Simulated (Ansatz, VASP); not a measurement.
**One calculation of Sb, two programs**

Contents of INCAR:

```
SYSTEM = Sb
PREC = Accurate ; ENCUT = 520
EDIFF = 1E-7 ; ISMEAR = -1
SIGMA = 0.05 ; LREAL = .False.
LASPH = .True. ; NELM = 100
ALGO = Normal ; ISIF = 2
LWAVE = .False. ; LCHARG = .False.
GGA = PS ; NBANDS = 8
```

File KPOINTS:

```
Automatic mesh
0
Gamma
  12 12 12
  0 0 0
```

Contents of POSCAR:

```
Sb
1.0
   -1.5552329741      1.5552329741      2.6752861216
    1.5552329741     -1.5552329741      2.6752861216
    1.5552329741      1.5552329741     -2.6752861216
Sb
1
Direct
    0.0000000000      0.0000000000      0.0000000000
```

The input input.yaml:

```yaml
crystal:
  lattice:
    - [-1.5552329741, 1.5552329741, 2.6752861216]
    - [1.5552329741, -1.5552329741, 2.6752861216]
    - [1.5552329741, 1.5552329741, -2.6752861216]
  atoms:
    - { symbol: Sb, position: [0.0, 0.0, 0.0] }
kpoints:
  mp_grid: { grid: [12, 12, 12] }
scf:
  occupations: { method: fermi_dirac, width: 0.05 }
hamiltonian:
  xc: pbesol
  pseudopotentials: { kind: all_electron, lapw: { basis_error: 0.001 } }
output:
  forces: true
  stress: true
  eigenvalues: true
```

Change from the starting cell: volume scaled by 0.96.

Alike in both runs: task single point; functional PBEsol; k mesh 12 × 12 × 12; occupations fermi-dirac, width 0.05 eV; no spin polarisation.

```csv
,VASP,Ansatz
version,VASP 6.6.1,Ansatz 0.2.0
potentials or method,"VASP PAW PBE potentials, release 64 (Sb)","all-electron LAPW, scalar-relativistic"
plane-wave cutoff (eV),520,see its input
```

Ansatz gave:

- gap on the k mesh at the Fermi level (eV): none
- pressure (GPa): 1.5
- largest component of the traceless stress (GPa): 0.81

Problem. Estimate VASP's values.

Solution. gap on the k mesh at the Fermi level (eV): none; pressure (GPa): 1.6; largest component of the traceless stress (GPa): 0.87.

A gap of «none» marks a metal or a gap that the smearing closes. Ansatz ran all-electron here, so the differences hold the error of VASP's frozen core and of both bases.

Caveats: the PAW data sets were made with another functional, which shifts forces and pressure a little (VASP). Spin-orbit coupling is left out, which matters for the levels of Sb.
